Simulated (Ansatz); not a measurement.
An Ansatz input and the part of its output that reports the observables at the nuclei.

The cell is a COD entry, its atoms then relaxed with PBE in this cell.

```yaml
crystal:
  lattice:
    - [1.915, 1.1056257655, 15.6266633333]
    - [-1.915, 1.1056257655, 15.6266633333]
    - [0.0, -2.211251531, 15.6266633333]
  atoms:
    - { symbol: Zn, position: [4.52208e-05, 4.52208e-05, 4.52208e-05] }
    - { symbol: Zn, position: [0.7333252764, 0.7333252764, 0.7333252764] }
    - { symbol: Zn, position: [0.4666100814, 0.4666100814, 0.4666100814] }
    - { symbol: Zn, position: [0.8666494485, 0.8666494485, 0.8666494485] }
    - { symbol: Zn, position: [0.6000134662, 0.6000134662, 0.6000134662] }
    - { symbol: S, position: [0.0500671744, 0.0500671744, 0.0500671744] }
    - { symbol: S, position: [0.7832871593, 0.7832871593, 0.7832871593] }
    - { symbol: S, position: [0.5166382549, 0.5166382549, 0.5166382549] }
    - { symbol: S, position: [0.9166693928, 0.9166693928, 0.9166693928] }
    - { symbol: S, position: [0.6500345253, 0.6500345253, 0.6500345253] }
kpoints:
  mp_grid: { grid: [13, 13, 13] }
scf:
  occupations: { method: fermi_dirac, width: 0.02 }
hamiltonian:
  xc: pbesol
  pseudopotentials: { kind: paw }
output:
  forces: true
  stress: true
  populations: true
  efg:
    quadrupole_moments_barn: { Zn: 0.122, S: -0.0694 }
    contact_densities: true
```

```sh
ansatz run input.yaml --threads 4 --pin off --max-ram 8192MiB --backend cpu --events-out ev --progress --plain --runs-dir out
```

Of the output, the block on the nuclei alone is shown; the set-up, the SCF iterations, energies, forces and stress are cut.

```
--- PAW observables at the nuclei: V_zz in 10²¹ V/m², potentials from the cell's mean, atoms counted from 1 ---
  atom   1  Zn V_zz =    -0.064925   η = 0.0000   by run symmetry: allowed   C_q = -0.1915 MHz
            electrostatic potential = -3941.355404 V   contact ρ = 166267.203080 e/Å³
  atom   2  Zn V_zz =    +0.055926   η = 0.0000   by run symmetry: allowed   C_q = +0.1650 MHz
            electrostatic potential = -3941.354407 V   contact ρ = 166267.286291 e/Å³
  atom   3  Zn V_zz =    -0.080023   η = 0.0000   by run symmetry: allowed   C_q = -0.2361 MHz
            electrostatic potential = -3941.341231 V   contact ρ = 166267.363246 e/Å³
  atom   4  Zn V_zz =    -0.040629   η = 0.0000   by run symmetry: allowed   C_q = -0.1199 MHz
            electrostatic potential = -3941.349913 V   contact ρ = 166267.187220 e/Å³
  atom   5  Zn V_zz =    -0.042897   η = 0.0000   by run symmetry: allowed   C_q = -0.1265 MHz
            electrostatic potential = -3941.352496 V   contact ρ = 166267.192816 e/Å³
  atom   6  S  V_zz =    +0.081022   η = 0.0000   by run symmetry: allowed   C_q = -0.1360 MHz
            electrostatic potential = -1632.699215 V   contact ρ = 19698.243047 e/Å³
  atom   7  S  V_zz =    -0.010496   η = 0.0000   by run symmetry: allowed   C_q = +0.0176 MHz
            electrostatic potential = -1632.681220 V   contact ρ = 19698.236956 e/Å³
  atom   8  S  V_zz =    +0.146945   η = 0.0000   by run symmetry: allowed   C_q = -0.2466 MHz
            electrostatic potential = -1632.696549 V   contact ρ = 19698.232902 e/Å³
  atom   9  S  V_zz =    +0.158322   η = 0.0000   by run symmetry: allowed   C_q = -0.2657 MHz
            electrostatic potential = -1632.697064 V   contact ρ = 19698.227191 e/Å³
  atom  10  S  V_zz =    +0.160837   η = 0.0000   by run symmetry: allowed   C_q = -0.2699 MHz
            electrostatic potential = -1632.699749 V   contact ρ = 19698.223122 e/Å³
```

The run took 61 s of wall time (4 min of CPU time) and 1.9 GiB at its peak, on 4 threads of Intel Xeon Platinum 8375C CPU @ 2.90GHz (Ice Lake) (x86_64; 16 cores open to the job, memory cap 8.0 GiB, no GPU), a shared host with a load of 0.6 a core.
